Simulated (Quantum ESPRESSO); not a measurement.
Crystal: CoO.

```
CELL_PARAMETERS angstrom
-1.50800 1.50800 2.10725
1.50800 -1.50800 2.10725
1.50800 1.50800 -2.10725
ATOMIC_POSITIONS crystal
Co 0.00000 0.00000 0.00000
O 0.50000 0.50000 0.00000
```

Base run:

| Property | Result |
| --- | --- |
| Program | Quantum ESPRESSO 7.5 |
| Functional | PBE |
| Potentials or basis | SSSP 1.3 efficiency PBE |
| Cutoff | 748 eV |
| Density cutoff | 5987 eV |
| k mesh | 12 × 12 × 12 |
| Occupations | fermi-dirac, width 0.05 eV |
| Spin | collinear spin, ferromagnetic start |
| Starting moments | [2.0, 0.0] μB |

Its results: band gap on the k mesh none (metal or under the smearing width); pressure 0.0 GPa; net moment 2.98 μB per cell; site moments Co +2.53; O +0.34 μB.

**Question.** The run is repeated on the same cell with these changes: functional from PBE to AM05; occupations from fermi-dirac, width 0.05 eV to cold, width 0.05 eV. What comes out?

**Answer.** Band gap on the k mesh none (metal or under the smearing width); pressure -9.6 GPa; net moment 3.00 μB per cell; site moments Co +2.53; O +0.36 μB.

Caveats: a cell with one magnetic atom can't hold antiferromagnetic order, which such compounds often take; semilocal functionals often make such compounds metallic where correlation or magnetic order opens a gap, which also shifts bond lengths; the potentials were made for another functional, which shifts forces and pressure (some runs).

Not every run made on this cell is shown here.
